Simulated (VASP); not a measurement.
Set up this calculation in VASP 6.6.1, as the native input.

| Quantity | Value |
| --- | --- |
| Task | relaxation of cell and atoms |
| Functional | LDA |
| Potentials or basis | VASP PAW LDA potentials, release 64 (Al, N) |
| Cutoff | 600 eV |
| k mesh | 12 × 12 × 6 |
| Occupations | gaussian, width 0.03 eV |
| Spin | no spin polarisation |
| Further INCAR settings | ALGO = Normal; EDIFF = 1e-07; IBRION = 2; EDIFFG = -0.005; NSW = 90; ISIF = 3 |

The structure of AlN lies in POSCAR:

```
AlN                                     
1.0
    3.0908828176      0.0000000000      0.0000000000
   -1.5454414088      2.6767830402      0.0000000000
    0.0000000000      0.0000000000      4.9467950279
  Al              N             
     2     2
Direct
     0.3333333332999970    0.6666666667000030    0.9990489473736224
     0.6666666667000030    0.3333333332999970    0.4990489473736223
     0.3333333332999970    0.6666666667000030    0.3809510526263803
     0.6666666667000030    0.3333333332999970    0.8809510526263802
```

One way to write it, as run:

INCAR

```
  PREC = Accurate
  ENCUT = 600
  EDIFF = 1E-7
  ISMEAR = 0
  SIGMA = 0.03
  LREAL = F
  LASPH = T
  NELM = 80
  ALGO = Normal
  ISIF = 3
  LWAVE = F
  LCHARG = F
  IBRION = 2
  NSW = 90
  EDIFFG = -0.005
```

KPOINTS

```
regular mesh
0
Gamma
  12 12 6
```

Potentials or basis: VASP PAW LDA potentials, release 64 (Al, N).

Launch:

```bash
$ cat potpaw_LDA.64/Al/POTCAR potpaw_LDA.64/N/POTCAR > POTCAR
$ mpirun -np 1 vasp_std > vasp.out
```

It gave:

```yaml
Relaxed_volume: 10.24 Å³/atom
Relaxed_cell: a = 3.091 Å, b = 3.091 Å, c = 4.948 Å, α = 90.00°, β = 90.00°, γ = 120.00°
Space_group_after_relaxing_to_0.05_Å: P6_3mc (No. 186)
Energy_gained_by_relaxing: 0.0 meV/atom
Ionic_steps: 3
Pressure_after_relaxing: 0.0 GPa
Band_gap_on_the_k_mesh: 4.40 eV, direct
```

Wall time 61 s on 1 thread of Intel(R) Xeon(R) Platinum 8259CL CPU @ 2.50GHz (Skylake/Cascade Lake) (shared host), peak memory 0.17 GiB.
